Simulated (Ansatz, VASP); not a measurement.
# Two plane-wave programs on InGa2P3

```xyz
6
Lattice="3.8674 0.0000 0.0000 -1.9337 3.3493 0.0000 0.0000 0.0000 9.4732" Properties=species:S:1:pos:R:3 pbc="T T T"
In    0.0000    2.2328    6.3154
Ga    0.0000    0.0000    0.0000
Ga    1.9337    1.1164    3.1577
P     0.0000    0.0000    7.1049
P     0.0000    2.2328    3.9472
P     1.9337    1.1164    0.7894
```

Alike in both runs: task single point; functional PBE; k mesh 6 × 6 × 2; occupations gaussian, width 0.1 eV; no spin polarisation.

|  | VASP | Ansatz |
| --- | --- | --- |
| version | VASP 6.6.1 | Ansatz 0.2.0 |
| potentials or method | VASP PAW PBE potentials, release 64 (In_d, Ga_d, P) | scalar-relativistic, plane waves, PAW |
| plane-wave cutoff (eV) | 520 | 420 |
| valence electrons in the cell | 54 | 54 |

|  | VASP | Ansatz | Ansatz less VASP |
| --- | --- | --- | --- |
| gap on the k mesh at the Fermi level (eV) | 1.50 | 1.51 | +0.004 |
| least direct gap on the mesh (eV) | 1.50 | 1.51 | +0.004 |
| pressure (GPa) | 10.1 | 10.2 | +0.15 |
| largest component of the traceless stress (GPa) | 0.23 | 0.22 | -0.005 |
| rms of the force components (eV/Å) | 0.617 | 0.622 | +0.0043 |

Atom by atom the forces differ by 0.004 eV/Å (rms over components).

Caveats: spin-orbit coupling is left out, which moves the levels of the heavy elements; forces of over 1 eV/Å show positions far from the minimum, so gaps and moduli don't describe the material at rest. A k mesh can miss the band edges. As with any semilocal functional, this PBE gap is likely too small.
